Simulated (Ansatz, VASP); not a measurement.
Two plane-wave programs on Zr2C

INCAR

```
SYSTEM = Zr2C
ALGO = Fast
EDIFF = 1E-6
ENCUT = 520
GGA = PE
ISIF = 2
ISMEAR = 0
LASPH = .TRUE.
LCHARG = .TRUE.
LELF = .TRUE.
LREAL = .FALSE.
LVHAR = .TRUE.
LWAVE = .FALSE.
NBANDS = 21
NELM = 60
PREC = Accurate
SIGMA = 0.1
```

File KPOINTS:

```
k-points
0
G
  6 6 4
  0 0 0
```

Contents of POSCAR:

```
Zr2C
1.0
    3.8632709100      0.0000000000      0.0000000000
   -1.9316354600      3.3456907500      0.0000000000
    0.0000000000      0.0000000000      3.9576898900
Zr C
2 1
Direct
    0.3333333300      0.6666666700      0.0000000000
    0.6666666700      0.3333333300      0.0000000000
    0.0000000000      0.0000000000      0.5000000000
```

Input for Ansatz:

```yaml
crystal:
  lattice:
    - [3.86327091, 0.0, 0.0]
    - [-1.93163546, 3.34569075, 0.0]
    - [0.0, 0.0, 3.95768989]
  atoms:
    - { symbol: Zr, position: [0.33333333, 0.66666667, 0.0] }
    - { symbol: Zr, position: [0.66666667, 0.33333333, 0.0] }
    - { symbol: C, position: [0.0, 0.0, 0.5] }
basis:
  ecutwfc: 420
kpoints:
  mp_grid: { grid: [6, 6, 4] }
hamiltonian:
  xc: pbe
scf:
  occupations: { method: gaussian, width: 0.1 }
  lower_state_search: "off"
output:
  forces: true
  stress: true
  eigenvalues: true
```

Alike in both runs: task single point; functional PBE; k mesh 6 × 6 × 4; occupations gaussian, width 0.1 eV; no spin polarisation.

|  | VASP | Ansatz |
| --- | --- | --- |
| version | VASP 6.6.1 | Ansatz 0.2.0 |
| potentials or method | VASP PAW PBE potentials, release 64 (Zr_sv, C) | scalar-relativistic, plane waves, PAW |
| plane-wave cutoff (eV) | 520 | 420 |
| valence electrons in the cell | 28 | 28 |

VASP gave:

- gap on the k mesh at the Fermi level (eV): none
- pressure (GPa): 17.7
- largest component of the traceless stress (GPa): 54.46

**Question.** What did Ansatz give for the same quantities?

**Answer.** gap on the k mesh at the Fermi level (eV): none; pressure (GPa): 16.8; largest component of the traceless stress (GPa): 53.62.

A gap of «none» marks a metal or a gap that the smearing closes. The functional is the same, so the differences come from potentials, cutoffs and numerics.

Caveats: the k mesh is coarse (spacing up to 0.40 Å⁻¹), so the values aren't converged; so large a pressure means that the cell lies far from this level's equilibrium, or that cutoff or potentials fall short (VASP).
